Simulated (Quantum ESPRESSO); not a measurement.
# How GaP absorbs and reflects light

Aim: the dielectric function of GaP, and the optical constants that follow from it.

Calculated with Quantum ESPRESSO 7.5; DFT, PBE, plane waves with norm-conserving potentials (PseudoDojo), scalar-relativistic, independent-particle optical response without local fields and without the non-local commutator.

## (1) Set-up

Symmetry: F-43m, No. 216, cubic system. Conventional cell: a = 5.451 Å, b = 5.451 Å, c = 5.451 Å, α = 90.00°, β = 90.00°, γ = 90.00°. Nearest to Ga lie 4 P at 2.36 Å. Nearest to P lie 4 Ga at 2.36 Å. Farther neighbours are not listed.

## (2) Ground state

First the ground state: is it a metal or has it a gap?

This step: DFT, PBE, plane waves with norm-conserving potentials (PseudoDojo), scalar-relativistic, ground state (Quantum ESPRESSO 7.5).

scf.in

```
&control
  calculation = 'scf'
  prefix = 'x'
  outdir = './tmp'
  pseudo_dir = './'
  verbosity = 'high'
/
&system
  ibrav = 0
  nat = 2
  ntyp = 2
  ecutwfc = 90
  occupations = 'smearing'
  smearing = 'fd'
  degauss = 0.003675
  nbnd = 13
/
&electrons
  conv_thr = 1e-09
  electron_maxstep = 100
/
ATOMIC_SPECIES
  Ga 1.0 Ga.upf
  P 1.0 P.upf
CELL_PARAMETERS angstrom
  0.000000000000 2.725250000000 2.725250000000
  2.725250000000 0.000000000000 2.725250000000
  2.725250000000 2.725250000000 0.000000000000
ATOMIC_POSITIONS crystal
  Ga 0.000000000000 0.000000000000 0.000000000000
  P 0.750000000000 0.750000000000 0.750000000000
K_POINTS automatic
  7 7 7 0 0 0
```

On the command line:

```sh
mpirun -n 4 pw.x -nk 4 -in scf.in
```

Log:

```text
for quantum simulation of materials; please cite

     using ibrav=0 with symmetry is DISCOURAGED, use correct ibrav instead

     G-vector sticks info
     --------------------
     sticks:   dense  smooth     PW     G-vecs:    dense   smooth      PW
     Sum        1303    1303    379                31283    31283    4957

     Using Slab Decomposition

     bravais-lattice index     =            0
     lattice parameter (alat)  =       7.2832  a.u.
     unit-cell volume          =     273.1780 (a.u.)^3
     number of atoms/cell      =            2
     number of atomic types    =            2
     number of electrons       =        18.00
     number of Kohn-Sham states=           13
     kinetic-energy cutoff     =      90.0000  Ry
     charge density cutoff     =     360.0000  Ry
     scf convergence threshold =      1.0E-09
     mixing beta               =       0.7000
     number of iterations used =            8  plain     mixing
     Exchange-correlation= PBE
                           (   1   4   3   4   0   0   0)

     celldm(1)=   7.283166  celldm(2)=   0.000000  celldm(3)=   0.000000
     celldm(4)=   0.000000  celldm(5)=   0.000000  celldm(6)=   0.000000

     crystal axes: (cart. coord. in units of alat)
               a(1) = (   0.000000   0.707107   0.707107 )
               a(2) = (   0.707107   0.000000   0.707107 )
               a(3) = (   0.707107   0.707107   0.000000 )

     reciprocal axes: (cart. coord. in units 2 pi/alat)
               b(1) = ( -0.707107  0.707107  0.707107 )
               b(2) = (  0.707107 -0.707107  0.707107 )
               b(3) = (  0.707107  0.707107 -0.707107 )

     ./Ga.upf
     Pseudo is Norm-conserving + core correction, Zval = 13.0
     Generated using ONCVPSP code by D. R. Hamann
     Using radial grid of 1902 points,  6 beta functions with:
                l(1) =   0
                l(2) =   0
                l(3) =   1
                l(4) =   1
                l(5) =   2
                l(6) =   2

     ./P.upf
     Pseudo is Norm-conserving + core correction, Zval =  5.0
     Generated using ONCVPSP code by D. R. Hamann
     Using radial grid of 1298 points,  6 beta functions with:
                l(1) =   0
                l(2) =   0
                l(3) =   1
                l(4) =   1
                l(5) =   2
                l(6) =   2

     atomic species   valence    mass     pseudopotential
     Ga               13.00     1.00000     Ga( 1.00)
     P                 5.00     1.00000     P ( 1.00)

     24 Sym. Ops. (no inversion) found

                                    s                        frac. trans.

     [... symmetry matrices left out ...]
   Cartesian axes

     site n.     atom                  positions (alat units)
         1        Ga     tau(   1) = (   0.0000000   0.0000000   0.0000000  )
         2        P      tau(   2) = (   1.0606602   1.0606602   1.0606602  )

   Crystallographic axes

     site n.     atom                  positions (cryst. coord.)
         1        Ga     tau(   1) = (  0.0000000  0.0000000  0.0000000  )
         2        P      tau(   2) = (  0.7500000  0.7500000  0.7500000  )

     number of k points=    20  Fermi-Dirac smearing, width (Ry)=  0.0037
                       cart. coord. in units 2pi/alat
        k(    1) = (   0.0000000   0.0000000   0.0000000), wk =   0.0058309
        k(    2) = (   0.1010153   0.1010153  -0.1010153), wk =   0.0466472
        k(    3) = (   0.2020305   0.2020305  -0.2020305), wk =   0.0466472
        k(    4) = (   0.3030458   0.3030458  -0.3030458), wk =   0.0466472
        k(    5) = (   0.2020305  -0.0000000   0.0000000), wk =   0.0349854
        k(    6) = (   0.3030458   0.1010153  -0.1010153), wk =   0.1399417
        k(    7) = (   0.4040610   0.2020305  -0.2020305), wk =   0.1399417
        k(    8) = (  -0.2020305  -0.4040610   0.4040610), wk =   0.1399417
        k(    9) = (  -0.1010153  -0.3030458   0.3030458), wk =   0.1399417
        k(   10) = (  -0.0000000  -0.2020305   0.2020305), wk =   0.0699708
        k(   11) = (   0.4040610  -0.0000000   0.0000000), wk =   0.0349854
        k(   12) = (   0.5050763   0.1010153  -0.1010153), wk =   0.1399417
        k(   13) = (  -0.1010153  -0.5050763   0.5050763), wk =   0.1399417
        k(   14) = (   0.0000000  -0.4040610   0.4040610), wk =   0.0699708
        k(   15) = (   0.6060915  -0.0000000   0.0000000), wk =   0.0349854
        k(   16) = (  -0.0000000  -0.6060915   0.6060915), wk =   0.0699708
[...]
cryst. coord.
[...]
k(   13) = (  -0.0000000   0.2857143  -0.4285714), wk =   0.1399417
        k(   14) = (  -0.0000000   0.2857143  -0.2857143), wk =   0.0699708
        k(   15) = (   0.0000000   0.4285714   0.4285714), wk =   0.0349854
        k(   16) = (   0.0000000   0.4285714  -0.4285714), wk =   0.0699708
        k(   17) = (   0.1428571   0.2857143   0.4285714), wk =   0.1399417
        k(   18) = (   0.1428571   0.2857143  -0.4285714), wk =   0.2798834
        k(   19) = (   0.1428571   0.4285714  -0.4285714), wk =   0.1399417
        k(   20) = (   0.1428571   0.4285714  -0.2857143), wk =   0.1399417

     Dense  grid:    31283 G-vectors     FFT dimensions: (  45,  45,  45)

     Initial potential from superposition of free atoms

     starting charge      17.9972, renormalised to      18.0000
     Starting wfcs are   13 randomized atomic wfcs

     Self-consistent Calculation

     iteration #  1     ecut=    90.00 Ry     beta= 0.70
     Davidson diagonalization with overlap

            54 MiB given to the printing process from OS
            26 MiB allocation reported by mallinfo(arena+hblkhd)
------------------
     ethr =  1.00E-02,  avg # of iterations =  4.7

     Threshold (ethr) on eigenvalues was too large:
     Diagonalizing with lowered threshold

     Davidson diagonalization with overlap

            58 MiB given to the printing process from OS
            29 MiB allocation reported by mallinfo(arena+hblkhd)
------------------
     ethr =  4.06E-04,  avg # of iterations =  2.2

     total energy              =    -166.83839366 Ry
     estimated scf accuracy    <       0.07335887 Ry

     iteration #  2     ecut=    90.00 Ry     beta= 0.70
     Davidson diagonalization with overlap

            68 MiB given to the printing process from OS
            35 MiB allocation reported by mallinfo(arena+hblkhd)
------------------
     ethr =  4.08E-04,  avg # of iterations =  2.0

     total energy              =    -166.85372169 Ry
     estimated scf accuracy    <       0.01558900 Ry

     iteration #  3     ecut=    90.00 Ry     beta= 0.70
     Davidson diagonalization with overlap

            69 MiB given to the printing process from OS
            36 MiB allocation reported by mallinfo(arena+hblkhd)
------------------
     ethr =  8.66E-05,  avg # of iterations =  2.2

     total energy              =    -166.85702508 Ry
     estimated scf accuracy    <       0.00049189 Ry

     iteration #  4     ecut=    90.00 Ry     beta= 0.70
     Davidson diagonalization with overlap

            70 MiB given to the printing process from OS
            37 MiB allocation reported by mallinfo(arena+hblkhd)
------------------
     ethr =  2.73E-06,  avg # of iterations =  4.2

     total energy              =    -166.85705565 Ry
     estimated scf accuracy    <       0.00001107 Ry

     iteration #  5     ecut=    90.00 Ry     beta= 0.70
     Davidson diagonalization with overlap

            71 MiB given to the printing process from OS
            38 MiB allocation reported by mallinfo(arena+hblkhd)
------------------
     ethr =  6.15E-08,  avg # of iterations =  2.2

     total energy              =    -166.85705985 Ry
     estimated scf accuracy    <       0.00000020 Ry

     iteration #  6     ecut=    90.00 Ry     beta= 0.70
     Davidson diagonalization with overlap

            71 MiB given to the printing process from OS
            39 MiB allocation reported by mallinfo(arena+hblkhd)
------------------
     ethr =  1.11E-09,  avg # of iterations =  3.3

     total energy              =    -166.85705998 Ry
     estimated scf accuracy    <       0.00000002 Ry

     iteration #  7     ecut=    90.00 Ry     beta= 0.70
     Davidson diagonalization with overlap

            73 MiB given to the printing process from OS
            40 MiB allocation reported by mallinfo(arena+hblkhd)
------------------
     ethr =  9.88E-11,  avg # of iterations =  2.2

     total energy              =    -166.85705998 Ry
     estimated scf accuracy    <          6.7E-09 Ry

     iteration #  8     ecut=    90.00 Ry     beta= 0.70
     Davidson diagonalization with overlap

            73 MiB given to the printing process from OS
            40 MiB allocation reported by mallinfo(arena+hblkhd)
------------------
     ethr =  3.70E-11,  avg # of iterations =  2.0

     End of self-consistent calculation

          k = 0.0000 0.0000 0.0000 (  3839 PWs)   bands (ev):

    -6.9518  -6.9518  -6.9518  -6.8545  -6.8545  -4.8782   7.6149   7.6149
     7.6149   9.4327  11.5047  11.5047  11.5047

     occupation numbers
     1.0000   1.0000   1.0000   1.0000   1.0000   1.0000   1.0000   1.0000
     1.0000   0.0000   0.0000   0.0000   0.0000

          k = 0.1010 0.1010-0.1010 (  3906 PWs)   bands (ev):

    -6.9691  -6.9458  -6.9458  -6.8545  -6.8545  -4.6152   5.6621   7.3269
     7.3269  10.0611  11.9388  11.9388  12.3066

     occupation numbers
     1.0000   1.0000   1.0000   1.0000   1.0000   1.0000   1.0000   1.0000
     1.0000   0.0000   0.0000   0.0000   0.0000

          k = 0.2020 0.2020-0.2020 (  3918 PWs)   bands (ev):

    -7.0041  -6.9345  -6.9345  -6.8523  -6.8523  -3.8861   3.1419   6.8399
     6.8399   9.6510  12.4160  12.4160  14.5308

     occupation numbers
     1.0000   1.0000   1.0000   1.0000   1.0000   1.0000   1.0000   1.0000
     1.0000   0.0000   0.0000   0.0000   0.0000

          k = 0.3030 0.3030-0.3030 (  3915 PWs)   bands (ev):

    -7.0293  -6.9280  -6.9280  -6.8478  -6.8478  -2.9991   1.2910   6.5377
     6.5377   9.3277  12.3607  12.3607  15.8578

     occupation numbers
     1.0000   1.0000   1.0000   1.0000   1.0000   1.0000   1.0000   1.0000
     1.0000   0.0000   0.0000   0.0000   0.0000

     [... further k points left out ...]

     the Fermi energy is     8.3913 ev

!    total energy              =    -166.85705998 Ry
     estimated scf accuracy    <          5.1E-11 Ry
     smearing contrib. (-TS)   =      -0.00000000 Ry
     internal energy E=F+TS    =    -166.85705998 Ry

     The total energy is F=E-TS. E is the sum of the following terms:
     one-electron contribution =     -76.59653487 Ry
     hartree contribution      =      52.24439531 Ry
     xc contribution           =     -46.02729653 Ry
     ewald contribution        =     -96.47762389 Ry

     convergence has been achieved in   8 iterations

     XML data file, charge density, pseudopotentials, collected wavefunctions

                                        0.00s GPU  (     164 calls)

=------------------------------------------------------------------------------=
   JOB DONE.
=------------------------------------------------------------------------------=
```

The job ended after 4.6 s (4 MPI ranks of Arm Neoverse V2, shared host; peak memory 0.07 GiB; 18 s of CPU time).

Read-outs, printed or worked out from the files:

| Quantity | Value |
| --- | --- |
| total energy | -166.9 Ry |
| gap on the k-mesh | 1.593 eV |
| direct gap on the mesh | 1.818 eV |

There is a gap, 1.59 eV on this mesh (points off the mesh can give less), so no carriers' term is needed.

(Part 1 of 3 ends here.)

[Machine, clock, banner and «Message from routine» lines are left out of the logs.]

[Logs are printed without paths, hosts, clocks, repeated set-up lines and the standing remarks that a program may print on its own settings, such as how far it seeks lower states.]

[Hosts, paths, dates, database ids (printed as entryN), source tags and the programs' standing remarks are cut or masked in the printed files.]
